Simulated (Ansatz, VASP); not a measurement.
# Hf in VASP and in Ansatz

INCAR

```
PREC = Accurate ; ENCUT = 520
EDIFF = 1E-6 ; ISMEAR = 0
SIGMA = 0.15 ; LREAL = False
LASPH = True ; NELM = 100
ALGO = Fast ; ISIF = 2
LWAVE = False ; LCHARG = False
GGA = PS ; NBANDS = 17
```

File KPOINTS:

```
regular mesh
0
Gamma
  18 18 10
```

The input POSCAR:

```
Hf
1.0
    3.0082084847      0.0000000000      0.0000000000
   -1.5041042424      2.6051849677      0.0000000000
    0.0000000000      0.0000000000      5.7114864322
Hf
2
Direct
    0.3333333333      0.6666666667      0.2500000000
    0.6666666667      0.3333333333      0.7500000000
```

Input for Ansatz:

```yaml
crystal:
  lattice:
    - [3.0082084847, 0.0, 0.0]
    - [-1.5041042424, 2.6051849677, 0.0]
    - [0.0, 0.0, 5.7114864322]
  atoms:
    - { symbol: Hf, position: [0.3333333333, 0.6666666667, 0.25] }
    - { symbol: Hf, position: [0.6666666667, 0.3333333333, 0.75] }
basis:
  ecutwfc: 420
kpoints:
  mp_grid: { grid: [18, 18, 10] }
hamiltonian:
  xc: pbesol
scf:
  occupations: { method: gaussian, width: 0.15 }
output:
  forces: true
  stress: true
  eigenvalues: true
  write_density: true
  write_potential: true
  elf: true
  volumetric_format: npy
```

Alike in both runs: task single point; functional PBEsol; k mesh 18 × 18 × 10; occupations gaussian, width 0.15 eV; no spin polarisation.

|  | VASP | Ansatz |
| --- | --- | --- |
| version | VASP 6.6.1 | Ansatz 0.2.0 |
| potentials or method | VASP PAW PBE potentials, release 64 (Hf_pv) | scalar-relativistic, plane waves, PAW |
| plane-wave cutoff (eV) | 520 | 420 |
| valence electrons in the cell | 20 | 52 |

|  | VASP | Ansatz | Ansatz less VASP |
| --- | --- | --- | --- |
| gap on the k mesh at the Fermi level (eV) | none | none | - |
| pressure (GPa) | -3.8 | -3.5 | +0.30 |
| largest component of the traceless stress (GPa) | 9.60 | 9.60 | -0.001 |

A gap of «none» marks a metal or a gap that the smearing closes. The two sets of potentials don't hold the same shells in valence.

Caveats: the PAW data sets were made with another functional, which shifts forces and pressure a little (VASP). Spin-orbit coupling is left out, which matters for the levels of Hf.
